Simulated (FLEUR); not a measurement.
# Pb in FLEUR: convergence with dVac added

Input of the first run (dVac added 0.01); the others differ in this setting and in those tied to it:

The input inp.xml:

```xml
<?xml version="1.0" encoding="UTF-8" standalone="no"?>
<fleurInput fleurInputVersion="0.39">
   <comment>
      Pb                                                                                                  
   </comment>
   <calculationSetup>
      <cutoffs Kmax="4.1" Gmax="12.7" GmaxXC="12.7" numbands="0"/>
      <scfLoop itmax="90" minDistance="0.0001" maxIterBroyd="40" imix="Anderson" alpha="0.05" precondParam="0.0" spinf="2.0" sdNocoIR="T"/>
      <coreElectrons ctail="T" frcor="F" kcrel="0" coretail_lmax="0"/>
      <xcFunctional name="pbe" relativisticCorrections="F"/>
      <magnetism jspins="1"/>
      <soc l_soc="F" theta="0.0" phi="0.0" spav="F"/>
      <expertModes spex="0" secvar="F"/>
      <geometryOptimization l_f="T" forcealpha="1.0" forcemix="BFGS" epsdisp="0.0005" epsforce="0.0002"/>
      <ldaU l_linMix="F" mixParam="0.05" spinf="1.0"/>
   </calculationSetup>
   <cell>
      <bzIntegration valenceElectrons="100.0" mode="hist" fermiSmearingEnergy="0.00183747">
         <kPointListSelection listName="default-1"/>
         <!-- k-points included here -->
         <xi:include xmlns:xi="http://www.w3.org/2001/XInclude" href="kpts.xml"> </xi:include>
      </bzIntegration>
      <!-- symmetry operations included here -->
      <xi:include xmlns:xi="http://www.w3.org/2001/XInclude" href="sym.xml"> </xi:include>
      <filmLattice scale="1.0" dVac="27.26" dTilda="29.76">
         <bravaisMatrixFilm>
            <row-1>    6.5762482186528608     0.0000000000000000</row-1>
            <row-2>   -3.2881241093264304     5.6951980188567406</row-2>
         </bravaisMatrixFilm>
         <vacuumEnergyParameters vacuum="1" spinUp="-.25" spinDown="-.25"/>
      </filmLattice>
   </cell>
   <atomSpecies>
      <species name="Lead (Pb)" element="Pb" atomicNumber="82">
         <mtSphere radius="2.66" gridPoints="879" logIncrement="0.015"/>
         <atomicCutoffs lmax="10" lnonsphr="10"/>
         <electronConfig flipSpins="F">
            <coreConfig>(1s1/2) (2s1/2) (2p1/2) (2p3/2) (3s1/2) (3p1/2) (3p3/2) (4s1/2) (3d3/2) (3d5/2) (4p1/2) (4p3/2) (4d3/2) (4d5/2) (4f5/2) (4f7/2) (5s1/2)</coreConfig>
            <valenceConfig>(5p1/2) (5p3/2) (6s1/2) (5d3/2) (5d5/2) (6p1/2) (6p3/2)</valenceConfig>
            <stateOccupation state="(6p1/2)" spinUp="0.333333" spinDown="0.333333"/>
            <stateOccupation state="(6p3/2)" spinUp="0.666667" spinDown="0.666667"/>
         </electronConfig>
         <energyParameters s="6" p="6" d="5" f="5"/>
         <lo type="SCLO" l="1" n="5" eDeriv="0"/>
         <lo type="SCLO" l="1" n="5" eDeriv="1"/>
         <lo type="SCLO" l="0" n="6" eDeriv="2"/>
         <lo type="SCLO" l="2" n="5" eDeriv="2"/>
         <lo type="SCLO" l="3" n="5" eDeriv="2"/>
      </species>
   </atomSpecies>
   <atomGroups>
      <atomGroup species="Lead (Pb)">
         <filmPos label="                   1">-1.000/3.000 1.000/3.000 -10.5635690119</filmPos>
         <filmPos label="                   5">-1.000/3.000 1.000/3.000 10.5635690614</filmPos>
         <force calculate="T" relaxXYZ="TTT"/>
      </atomGroup>
      <atomGroup species="Lead (Pb)">
         <filmPos label="                   2">1.000/3.000 -1.000/3.000 -5.2817844936</filmPos>
         <filmPos label="                   4">1.000/3.000 -1.000/3.000 5.2817845431</filmPos>
         <force calculate="T" relaxXYZ="TTT"/>
      </atomGroup>
      <atomGroup species="Lead (Pb)">
         <filmPos label="                   3">-1.000/3.000 1.000/3.000 .0000000247</filmPos>
         <force calculate="T" relaxXYZ="TTT"/>
      </atomGroup>
   </atomGroups>
   <output dos="F" band="F" slice="F">
      <checks vchk="F" cdinf="F"/>
      <bandDOS minEnergy="-.5*Htr" maxEnergy="0.5*Htr" sigma="0.015" storeEVData="T"/>
      <vacuumDOS vacdos="F" integ="F" star="F" nstars="0" locx1="0.0" locy1="0.0" locx2="0.0" locy2="0.0" nstm="0" tworkf="0.0"/>
      <unfoldingBand unfoldBand="F" supercellX="1" supercellY="1" supercellZ="1"/>
      <plotting iplot="0" polar="F">
         <plot TwoD="T" vec1="  1.0  0.0  0.0" vec2="  0.0  1.0  0.0" vec3="  0.0  0.0  1.0" zero="  0.0  0.0 -0.5" file="plot"/>
      </plotting>
      <chargeDensitySlicing numkpt="0" minEigenval="0.0" maxEigenval="0.0" nnne="0" pallst="F"/>
      <specialOutput eonly="F"/>
      <moessbauerParams electricFieldGradient="T" isomerShift="T" coreHyperfine="T" valenceHyperfine="T"/>
      <magneticCircularDichroism mcd="F" energyLo="-10.0" energyUp="0.0"/>
   </output>
  <!-- We include the file relax.xml here to enable relaxations (see documentation) -->
  <xi:include xmlns:xi="http://www.w3.org/2001/XInclude" href="relax.xml"> <xi:fallback/> </xi:include>
</fleurInput>
```

Contents of crystal.txt:

```
Pb
&input film=T /
3.4800006906  0.0000000000  0.0000000000
-1.7400003453  3.0137690032  0.0000000000
0.0000000000  0.0000000000  26.1800000000
1.8897261246
1.0 1.0 1.0

5
82 0.6666666667  0.3333333334  -10.5635690119
82 0.3333333333  0.6666666666  -5.2817844936
82 0.6666666667  0.3333333334  0.0000000247
82 0.3333333333  0.6666666666  5.2817845431
82 0.6666666667  0.3333333334  10.5635690614

&kpt div1=6 div2=6 div3=1 gamma=T /
```

Potentials or basis: all-electron, FLAPW.

The run is started by

```bash
$ inpgen -f crystal.txt -profile fastHighL
$ # inp.xml edited to the form shown
$ mpirun -n 4 fleur_MPI -pe_per_kpt 1
```

The slab is cut from a database's or a generator's crystal, which needn't be the stable form of the element.

Hardware: 4 MPI ranks on Arm Neoverse V2 (shared host).

```
dVac added  energy less the tightest run, at zero smearing (meV/atom)  largest force (eV/Å)  work function (eV)  SCF cycles  CPU time (s)
      0.01                                                       0.65                 0.237               3.673          18           530
         1                                                       0.19                 0.239               3.679          18           560
         2                                                       0.05                 0.239               3.683          18           610
         4                                                       0.00                 0.240               3.688          18           710
```

Against the tightest run, the energy stays within 1 meV/atom from 0.01 on; the largest force stays within 0.005 eV/Å from 0.01 on; the work function stays within 0.02 eV from 0.01 on. The tightest run that finished is the yardstick and may itself not be fully converged.

Spin-orbit coupling is left out, which matters for the levels of Pb.
